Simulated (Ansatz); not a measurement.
Output of an Ansatz run (abridged):

```
WARN the atoms were moved onto the symmetric positions of the space group found under crystal.symmetry.tolerance 1.0e-5 (fractional …
WARN ansatz: RAYON_NUM_THREADS=1 ignored (pool sized by the plan → 1); use --threads N
Pseudopotentials: kind: paw
Pseudopotential: In, paw, valence charge 13
Pseudopotential: N, paw, valence charge 5
Crystal: 4 atoms, lattice volume = 62.588 Å³
Basis set: ecut = 420 eV, 1237 PW (Γ), exchange–correlation on 48×48×80 points (8 copies of the dense FFT grid, shifted against one another)
Bands: 22, of which v1, the nominal top of the filled ones, is band 18 counted from 1 (17 counted from 0)
Symmetry: 12 space group operations
Space group: P63mc (ITA 186), of the structure as read, at distance tolerance 4.0e-5 Å
k-points: 64 of 726 (time reversal used)
Initial density: superposition of atomic densities (neutral atoms: chi_scale 0, normalization atom), corrected by the library's trained network
Initial wavefunctions: pseudopotential atomic-orbital guess
Eigensolver: davidson
Functional: x = pbe(κ = 0.804, μ = 0.2195149727645171), c = pbe(β = 0.06672455060314922)
SCF iter   1: F=—  HF=-11963.226352 eV  |F-HF|=—  |Δ(HF+E_count)|=         —  Δρ=2.58e-3  dr2=5.29e-3  ethr=1.77e-3  ⟨swp⟩=6.0  Hψ=6359  notcnv=0
all-band conjugate gradients solve this SCF's bands
preconditioner: auto → Resta (q_TF=auto, 2.488 Å⁻¹)
SCF iter   2: F=—  HF=-11963.225548 eV  |F-HF|=—  |Δ(HF+E_count)|=   8.04e-4  Δρ=9.08e-4  dr2=3.02e-4  ethr=1.47e-5  ⟨swp⟩=2.0  Hψ=2325  notcnv=0
SCF iter   3: F=—  HF=-11963.225635 eV  |F-HF|=—  |Δ(HF+E_count)|=   8.74e-5  Δρ=4.57e-4  dr2=1.09e-4  ethr=8.38e-7  ⟨swp⟩=2.0  Hψ=2504  notcnv=0
SCF iter   4: F=—  HF=-11963.225687 eV  |F-HF|=—  |Δ(HF+E_count)|=   5.18e-5  Δρ=7.42e-5  dr2=4.46e-6  ethr=3.03e-7  ⟨swp⟩=3.0  Hψ=2768  notcnv=0
SCF iter   5: F=—  HF=-11963.225723 eV  |F-HF|=—  |Δ(HF+E_count)|=   3.64e-5  Δρ=2.03e-5  dr2=1.81e-7  ethr=1.24e-8  ⟨swp⟩=2.8  Hψ=2549  notcnv=0
SCF iter   6: F=-11963.225724 eV  HF=-11963.225724 eV  |F-HF|=1.33e-8  |Δ(HF+E_count)|=   2.89e-7  Δρ=4.57e-6  dr2=1.21e-8  ethr=2.78e-10  ⟨swp⟩=5.6  Hψ=6314  notcnv=0
SCF 1 converged in 6 iterations: F = -11963.225724 eV  dr2 = 1.21e-8
SCF converged after 6 iterations
Free energy (F): -11963.225724 eV
Harris-Foulkes:  -11963.225724 eV  (|F-HF|=1.33e-8)
Internal energy: -11963.225118 eV  (E = F + TS)
E sigma→0 (E₀):  -11963.225421 eV
Entropy (-TS):   -0.000605 eV (-0.151 meV/atom)
Fermi energy:    9.469838 eV
--- Per-component energies (eV) ---
  E_band       = -8.760419
  E_kinetic    = 746.642916
  E_local      = -2545.196990  (includes V_loc(G=0)·N_el)
  E_nonlocal   = 830.038239
  E_hartree    = 981.230696
  E_xc         = -548.655056
  E_vxc        = -349.038562  (∫ρ·V_xc dr)
  E_paw        = -8570.107716  (= ΣΔE_a)
  E_vpaw       = -653.670874  (= ΣTr[D̂ρ^β])
  E_aug_tail   = 0.000238  (compensation charges beyond the density's cutoff)
  E_ewald      = -2857.177447
  E_smearing   = -0.000605  (= −TS)
  E_closure    = -0.000000  (closes the sum)
  Σ components = -11963.225724   (vs F -11963.225724, Δ=0.00e0)
--- Forces (eV/Å), atoms counted from 1 ---
  atom   1  In     0.00000000     0.00000000     0.00082925
  atom   2  In     0.00000000    -0.00000000     0.00082925
  atom   3  N      0.00000000     0.00000000    -0.00082389
  atom   4  N      0.00000000    -0.00000000    -0.00082389
  max |Σ_I F_I| component: 1.07e-5 eV/Å
--- Stress (GPa, compression-positive) ---
        3.392066       0.000000       0.000000
       -0.000000       3.392066       0.000000
        0.000000      -0.000000       3.453125
  P = ⅓ Tr σ = 3.4124 GPa (34.124 kbar)
  The stress holds the Pulay correction. Without it, at fixed plane waves, as pw.x and ABINIT print it: P = 3.0385 GPa
--- Band table (eV; the first three rows and the last of 64) ---
  k-point 0: bands = ["-5.3983", "-5.1564", "-3.9936", "-3.9793", "-3.9793", "-3.9109", "-3.9109", "-3.7073", "-3.7073", "-3.5654", "-3.5654", "-1.8776", "3.6640", "8.5061", "8.5061", "9.1011", "9.3530", "9.3690", "9.3690", "12.1243", "16.2240", "18.4344"]
  k-point 1: bands = ["-5.3763", "-5.1600", "-3.9786", "-3.9786", "-3.9188", "-3.9188", "-3.9107", "-3.6940", "-3.6940", "-3.5716", "-3.5716", "-2.1104", "4.0217", "8.2046", "8.5626", "8.5626", "9.3103", "9.3103", "10.1972", "12.1174", "16.1623", "18.4455"]
  k-point 2: bands = ["-5.3182", "-5.1858", "-3.9731", "-3.9731", "-3.9380", "-3.9380", "-3.6611", "-3.6611", "-3.6476", "-3.5911", "-3.5911", "-2.6390", "4.9057", "7.1357", "8.7176", "8.7176", "9.1496", "9.1496", "11.0560", "12.0310", "16.1120", "17.2414"]
  k-point 63: bands = ["-5.3527", "-5.3527", "-3.8434", "-3.8434", "-3.8119", "-3.8119", "-3.6661", "-3.6661", "-3.6158", "-3.6158", "-1.5532", "-1.5532", "4.2644", "4.2644", "6.2165", "6.2165", "8.1346", "8.1346", "14.3530", "14.3530", "15.6617", "15.6617"]
```

The structure:

```
CELL_PARAMETERS angstrom
      3.55062     0.00000     0.00000
     -1.77531     3.07493     0.00000
      0.00000     0.00000     5.73256
ATOMIC_POSITIONS crystal
  In 0.66667 0.33333 0.50048
  In 0.33333 0.66667 0.00048
  N  0.66667 0.33333 0.87952
  N  0.33333 0.66667 0.37952
```

**Question.** What input produced this log?

**Answer.** Other spellings and defaults could give the same log, and not every line can be read from it. The input that was run (DFT, PBE, plane waves, default PAW files):

Ansatz 0.2 input:
```yaml
crystal:
  lattice:
    - [3.550620, 0.000000, 0.000000]
    - [-1.775310, 3.074927, 0.000000]
    - [0.000000, 0.000000, 5.732560]
  atoms:
    - { symbol: In, position: [0.666667, 0.333333, 0.500480] }
    - { symbol: In, position: [0.333333, 0.666667, 0.000480] }
    - { symbol: N, position: [0.666667, 0.333333, 0.879520] }
    - { symbol: N, position: [0.333333, 0.666667, 0.379520] }
basis:
  ecutwfc: 420.0
kpoints:
  mp_grid: { grid: [11, 11, 6] }
hamiltonian:
  xc: pbe
  pseudopotentials: { kind: paw }
scf:
  occupations: { method: fermi_dirac, width: 0.05 }
output:
  forces: true
  eigenvalues: true
  stress: true
```

The starting cell comes from a database of computed structures (which also holds hypothetical and non-ambient phases and stackings), without a prior relaxation at this level. With a pressure of about 3 GPa the cell is away from its equilibrium volume at this level. Ansatz's pressure includes its estimate of the finite-basis (Pulay) stress. The run gives no clean gap (levels at the Fermi energy touch, overlap or are partly filled at this smearing), which alone does not show that the compound is a metal.

Ansatz is a program for electronic structure.
